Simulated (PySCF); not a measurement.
# CHF3 (trifluoromethane): levels of theory compared

Aim: a comparison of 6 runs (HF/3-21G, M06-2X/def2-SVPD, M06-L/def2-SVPD, PBE0/def2-SVPD, TPSS/def2-SVPD, r2SCAN/def2-SVPD) of CHF3 (trifluoromethane). The job is set up through a Python script.

The results are computed with PySCF 2.14.0.

2 further runs of the same task are left out: 2 set aside as unsound or not needed.

## (1) The molecule

The species is CHF3 (5 atoms), meant as a singlet with charge 0. As SMILES, `FC(F)F`. The C2–H5 distance was set to 2.429 Å, away from the relaxed value. At this shape a bond of the SMILES string is far longer than usual.

Bond lengths: F1–C2 1.328 Å, C2–F3 1.328 Å, C2–F4 1.328 Å. Angles: F1–C2–F3 108.4°, F1–C2–F4 108.4°, F3–C2–F4 108.4°.

## (2) A single-point energy at HF/3-21G (run 1)

Contents of input.py:

```python
from pyscf import gto

mol = gto.M(
    atom='''
F       -1.098023      -1.576672       0.924877
C       -0.411403      -1.189672      -0.143383
F        0.612067      -2.019212      -0.307603
F       -1.201623      -1.283052      -1.206573
H        0.377570       1.091490       0.131950
''',
    basis='3-21g',
    verbose=3,
    max_memory=1860,
)

myscf = mol.RHF()
myscf.conv_tol = 1e-10
myscf.kernel()
if not myscf.converged:
    myscf = myscf.newton().run(myscf.mo_coeff, myscf.mo_occ)

e_tot = myscf.e_tot
print('E = %.10f Eh' % e_tot)
```

The run is started by

```console
OMP_NUM_THREADS=1 python input.py
```

The log of the run:

```text
converged SCF energy = -334.72173723037
E = -334.7217372304 Eh
```

It took 0.87 s on 1 thread of Arm Neoverse V1, shared host; peak memory 0.12 GiB.

## (3) The energy at M06-2X/def2-SVPD (run 2)

Contents of input.py:

```python
from pyscf import gto, dft

mol = gto.Mole()
mol.atom = '''
F       -1.098023      -1.576672       0.924877
C       -0.411403      -1.189672      -0.143383
F        0.612067      -2.019212      -0.307603
F       -1.201623      -1.283052      -1.206573
H        0.377570       1.091490       0.131950
'''
mol.verbose = 3
mol.charge = 0
mol.spin = 0
mol.max_memory = 1860
mol.basis = 'def2-svpd'
mol.build()

mf = dft.RKS(mol)
mf.xc = 'm06-2x'
mf.grids.level = 5
mf.conv_tol = 1e-10
mf.kernel()
if not mf.converged:
    mf = mf.newton().run(mf.mo_coeff, mf.mo_occ)

e_tot = mf.e_tot
print('Final energy', e_tot)
```

The run is started by

```console
OMP_NUM_THREADS=1 python input.py
```

The log of the run:

```text
converged SCF energy = -337.693057142217
Final energy -337.69305714221684
```

Run time: 33 s. Hardware: 1 thread of Arm Neoverse V1, shared host; peak memory 0.51 GiB.

Runs 3 to 5 aren't shown in full; the table further down has their settings and results.

## (4) The energy at r2SCAN/def2-SVPD (run 6)

Contents of input.py:

```python
from pyscf import gto, dft

mol = gto.M(
    atom='''
F       -1.098023      -1.576672       0.924877
C       -0.411403      -1.189672      -0.143383
F        0.612067      -2.019212      -0.307603
F       -1.201623      -1.283052      -1.206573
H        0.377570       1.091490       0.131950
''',
    verbose=4,
    max_memory=1860,
    basis='def2-svpd',
)

calc0 = dft.RKS(mol, xc='r2scan')
calc0.grids.level = 5
calc0.conv_tol = 1e-10
calc0.kernel()
if not calc0.converged:
    calc0 = calc0.newton().run(calc0.mo_coeff, calc0.mo_occ)

etot = calc0.e_tot
print('Final energy', etot)
```

The run is started by

```console
OMP_NUM_THREADS=1 python input.py
```

The log of the run:

```text
PySCF version 2.14.0

[INPUT] num. atoms = 5
[INPUT] num. electrons = 34
[INPUT] charge = 0
[INPUT] spin (= nelec alpha-beta = 2S) = 0
[INPUT] symmetry False subgroup None
[INPUT] Mole.unit = angstrom
[INPUT] Symbol           X                Y                Z      unit          X                Y                Z       unit  Magmom
[INPUT]  1 F     -1.098023000000  -1.576672000000   0.924877000000 AA   -2.074962748473  -2.979478268270   1.747764228909 Bohr   0.0
[INPUT]  2 C     -0.411403000000  -1.189672000000  -0.143383000000 AA   -0.777438996824  -2.248154258064  -0.270954600919 Bohr   0.0
[INPUT]  3 F      0.612067000000  -2.019212000000  -0.307603000000 AA    1.156638999884  -3.815757667435  -0.581285425095 Bohr   0.0
[INPUT]  4 F     -1.201623000000  -1.283052000000  -1.206573000000 AA   -2.270738374978  -2.424616883575  -2.280092519295 Bohr   0.0
[INPUT]  5 H      0.377570000000   1.091490000000   0.131950000000 AA    0.713503892852   2.062617167702   0.249349362136 Bohr   0.0

[... 69 lines left out ...]
converged SCF energy = -337.679317103259
Final energy -337.67931710325877
```

It took 38 s on 1 thread of Arm Neoverse V1, shared host; peak memory 0.51 GiB.

## (5) Overview of the runs

```tsv
run	level	integration grid	energy (Eh)	dipole moment (D)	HOMO energy (eV)	LUMO energy (eV)	wall time
1	HF/3-21G	–	-334.721737	0.92	-10.36	-0.89	0.87 s
2	M06-2X/def2-SVPD	5	-337.693057	0.70	-9.26	-3.51	33 s
3	M06-L/def2-SVPD	5	-337.777249	0.22	-7.39	-4.96	35 s
4	PBE0/def2-SVPD	5	-337.492714	0.46	-8.26	-4.31	15 s
5	TPSS/def2-SVPD	5	-337.860183	0.08	-7.31	-5.01	38 s
6	r2SCAN/def2-SVPD	5	-337.679317	0.17	-7.42	-5.01	38 s
```

## (6) Outcome

| quantity | value |
| --- | --- |
| run 6: total energy | -337.67932 Eh |
| run 6: dipole moment | 0.17 D |
| run 6: HOMO energy | -7.42 eV |
| run 6: LUMO energy | -5.01 eV |
| run 6: HOMO–LUMO gap | 2.40 eV |

**Reading.** The dipole moment (its size) runs from 0.08 D (TPSS/def2-SVPD) to 0.92 D (HF/3-21G). The two ends differ in method and basis. The HOMO–LUMO gap runs from 2.30 eV (TPSS/def2-SVPD) to 9.47 eV (HF/3-21G). Totals of different functionals can't be ranked against each other. In runs 1, 2, 3, 4, 5, 6 a closed-shell determinant meets a far-stretched bond, which it describes badly. All runs together took 2.7 min, the longest 38 s.
